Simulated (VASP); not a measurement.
Set up this calculation in VASP 6.6.1, as the native input.

```
Task                   : work function
Functional             : r2SCAN
Potentials or basis    : VASP PAW PBE potentials, release 64 (B, P)
Cutoff                 : 520 eV
k mesh                 : 12 × 12 × 1
Occupations            : gaussian, width 0.03 eV
Spin                   : no spin polarisation
Dipole correction      : yes
Further INCAR settings : ALGO = Normal; EDIFF = 1e-07
```

The structure of BP lies in POSCAR:

```
BP                                      
1.0
    3.2040943696      0.0000000000      0.0000000000
   -1.6020471848      2.7748271181      0.0000000000
    0.0000000000      0.0000000000     16.0000000000
  B               P             
     1     1
Direct
     0.3333330000000032    0.6666669999999968    0.5000000000000000
     0.6666669999999968    0.3333330000000032    0.5000000000000000
```

The cell was built by a generator and needn't be a form met in nature.

One way to write it, as run:

INCAR

```
ALGO     = Normal         # electronic algorithm
DIPOL    = 0.5 0.5 0.500
EDIFF    = 1E-7           # SCF threshold, eV
ENCUT    = 520            # plane-wave cutoff, eV
IDIPOL   = 3            
ISIF     = 2              # what is computed and relaxed
ISMEAR   = 0              # smearing method
KPAR     = 4            
LASPH    = True           # aspherical terms in the spheres
LCHARG   = True           # write CHGCAR
LDIPOL   = True         
LMIXTAU  = True         
LREAL    = False          # projectors in reciprocal space
LVACPOTAV= True         
LVHAR    = True         
LWAVE    = False          # write WAVECAR
METAGGA  = R2SCAN         # meta-GGA
NELM     = 80             # most SCF steps
PREC     = Accurate       # precision mode
SIGMA    = 0.03           # smearing width, eV
```

KPOINTS

```
k-points
0
Gamma
  12 12 1
```

Potentials or basis: VASP PAW PBE potentials, release 64 (B, P).

The run is started by

```sh
$ cat potpaw_PBE.64/B/POTCAR potpaw_PBE.64/P/POTCAR > POTCAR
$ mpirun -np 4 vasp_std > vasp.out
```

Results of the run:

```json
{"Band gap on the k mesh": "1.10 eV, direct", "Ionisation potential of the upper face": "5.26 eV"}
```

Wall time 90 s on 4 MPI ranks on Intel(R) Xeon(R) Platinum 8175M CPU @ 2.50GHz (Skylake/Cascade Lake), on a shared host, peak memory 0.26 GiB a rank.
